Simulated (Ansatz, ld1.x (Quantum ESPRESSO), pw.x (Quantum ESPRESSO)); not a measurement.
**pw.x on fcc Os: one setting changed**

Potential: norm-conserving Troullier–Martins (Kleinman–Bylander form), ld1.x (Quantum ESPRESSO) 7.5, PBE; core [Xe] 4f14, reference 5d6 6s1.5 6p0.5; waves: 6s (bound): rc 1.90 bohr; 6p (bound): rc 3.25 bohr; 5d (bound): rc 3.54 bohr; local part: all-electron potential smoothed inside 2.25 bohr (lloc = -2); core correction: Bessel-smoothed model core inside 1.60 bohr.

The reference run (k-mesh 15³, cutoffs 55/220 Ry, Fermi–Dirac 0.01 Ry, mixing_beta 0.4, conv_thr 1e-9, no spin) gives -0.23 GPa at 14.323 Å³/atom, where all-electron LAPW gives 0.41 GPa. This run, with its own iteration cap, changes nosym to true.

```
&control
  calculation='scf', prefix='x', pseudo_dir='./', outdir='./tmp', tstress=.true., disk_io='none'
/
&system
  ibrav=0, nat=1, ntyp=1, ecutwfc=55, ecutrho=220, nbnd=11,
  occupations='smearing', smearing='fd', degauss=0.01, nosym=.true.
/
&electrons
  conv_thr=1e-09, mixing_beta=0.4, electron_maxstep=60
/
ATOMIC_SPECIES
Os 1.0 Os.UPF
CELL_PARAMETERS angstrom
  0.00000000 1.92753083 1.92753083
  1.92753083 0.00000000 1.92753083
  1.92753083 1.92753083 0.00000000
ATOMIC_POSITIONS crystal
Os 0.0000 0.0000 0.0000
K_POINTS automatic
15 15 15 0 0 0
```

```bash
pw.x < Os.scf.in > Os.scf.out
```

Problem. How does the run end?

Solution. It converges in 6 iterations; the free energy moves by +0.0 meV/atom and the pressure by +0.00 GPa. The result is that of the reference run.

```
lattice parameter (alat)  =       5.1513  a.u.
     unit-cell volume          =      96.6564 (a.u.)^3
     number of electrons       =         8.00
     number of Kohn-Sham states=           11
     kinetic-energy cutoff     =      55.0000  Ry
     charge density cutoff     =     220.0000  Ry
     scf convergence threshold =      1.0E-09
     Exchange-correlation= PBE
     number of k points=  1688  Fermi-Dirac smearing, width (Ry)=  0.0100
     iteration #  1     ecut=    55.00 Ry     beta= 0.40
     total energy              =     -52.09912012 Ry
     estimated scf accuracy    <       0.04580032 Ry
     iteration #  2     ecut=    55.00 Ry     beta= 0.40
     total energy              =     -52.09750682 Ry
     estimated scf accuracy    <       0.00710089 Ry
     iteration #  3     ecut=    55.00 Ry     beta= 0.40
     total energy              =     -52.09867808 Ry
     estimated scf accuracy    <       0.00006118 Ry
     iteration #  4     ecut=    55.00 Ry     beta= 0.40
     total energy              =     -52.09868164 Ry
     estimated scf accuracy    <       0.00000251 Ry
     iteration #  5     ecut=    55.00 Ry     beta= 0.40
     total energy              =     -52.09868195 Ry
     estimated scf accuracy    <       0.00000090 Ry
     iteration #  6     ecut=    55.00 Ry     beta= 0.40
     the Fermi energy is    19.5440 ev
!    total energy              =     -52.09868209 Ry
     estimated scf accuracy    <          1.8E-10 Ry
     smearing contrib. (-TS)   =      -0.00320956 Ry
     The total energy is F=E-TS. E is the sum of the following terms:
     one-electron contribution =      17.96074737 Ry
     hartree contribution      =       0.56957562 Ry
     xc contribution           =     -30.34703905 Ry
     ewald contribution        =     -40.27875648 Ry
     convergence has been achieved in   6 iterations
          total   stress  (Ry/bohr**3)                   (kbar)     P=       -2.30
     Message from routine punch:
     Nothing written, as per user request (disk_io='none')
```

The run took about 84 s on one core of a shared host (Neoverse-V2, 96 threads, 742 GiB, load 34).
